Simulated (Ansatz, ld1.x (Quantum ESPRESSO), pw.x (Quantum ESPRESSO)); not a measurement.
Ru (Z = 44) (bcc): variants of one PAW potential in the solid

* Element: Ru
* Generator: ld1.x (Quantum ESPRESSO) 7.5
* Type: PAW
* Functional: PBE
* Relativity: scalar-relativistic
* Frozen core: [Ar] 3d10 4s2
* Valence charge: 14
* Reference configuration: 4p6 4d7 5s1 5p0
* Partial waves: 5s (bound): rcut 2.55, rcutus 3.05 bohr; 5s channel at 0.4 Ry: rcut 2.55, rcutus 3.05 bohr; 4p (bound): rcut 1.50, rcutus 1.55 bohr; 5p (bound, empty): rcut 1.50, rcutus 1.55 bohr; 4d (bound): rcut 1.75, rcutus 2.30 bohr; 4d channel at 2.1 Ry: rcut 1.75, rcutus 2.30 bohr
* Local potential: all-electron potential smoothed inside 2.50 bohr (lloc = -1)
* Core correction: Bessel-smoothed model core inside 1.20 bohr
* Augmentation charge: BESSEL, radius 1.15 bohr

Crystal test: bcc Ru in pw.x 7.5, no spin, 15³ k-points, Fermi–Dirac smearing 0.01 Ry, cutoffs set for each file from its atomic test. The reference is all-electron LAPW (Ansatz 0.2.0) with the same functional, mesh and smearing; V0 and B0 come from Birch–Murnaghan fits to the pressures at five volumes. Errors are pseudo minus all-electron; Δ is the rms difference of the E(V) curves that follow from these fits, minima aligned, over ±6 % about the mean V0. Mesh and smearing are coarse, so the numbers serve the comparison and aren't converged zero-temperature values; the lattice is a test structure that the element need not adopt.

All-electron: a0 = 3.056 Å (V0 = 14.28 Å³/atom), B0 = 274.2 GPa.

Base: The largest radius (3.05 bohr) exceeds half the bond length (2.50 bohr), so the spheres overlap, which is one possible source of error among others.

2 further variants are left out: they gave no file fit for a test, a broken result, the same result as the base, or pressures whose basis-set error rivals the error shown.

A dash in a converged row means that the minimum lies outside the volumes sampled.

| change | cutoffs (Ry) | pw.x | a0 (Å) | a0 error (%) | B0 error (%) | Δ (meV/atom) | mean pressure error (GPa) |
| --- | --- | --- | --- | --- | --- | --- | --- |
| base | 75/600 | converged | 3.070 | +0.45 | +1.9 | 11.9 | +4.11 |
| all radii but the core radius scaled by about 0.96 (s 2.92, p 1.48, d 2.20 bohr, rcut 2.44/1.44/1.68); local potential all-electron potential smoothed inside 2.38 bohr (lloc = -1); augmentation BESSEL, radius 1.10 bohr | 85/680 | converged | 3.069 | +0.42 | -0.0 | 10.9 | +3.72 |
| all radii but the core radius scaled by about 1.10 (s 3.34, p 1.70, d 2.52 bohr, rcut 2.80/1.64/1.92); local potential all-electron potential smoothed inside 2.74 bohr (lloc = -1); augmentation BESSEL, radius 1.26 bohr | 60/480 | converged | 3.078 | +0.69 | +3.4 | 18.6 | +6.60 |
| all radii but the core radius scaled by about 1.21 (s 3.70, p 1.88, d 2.78 bohr, rcut 3.08/1.82/2.12); local potential all-electron potential smoothed inside 3.02 bohr (lloc = -1); augmentation BESSEL, radius 1.40 bohr | 50/400 | converged | – | – | – | – | +15.60 |
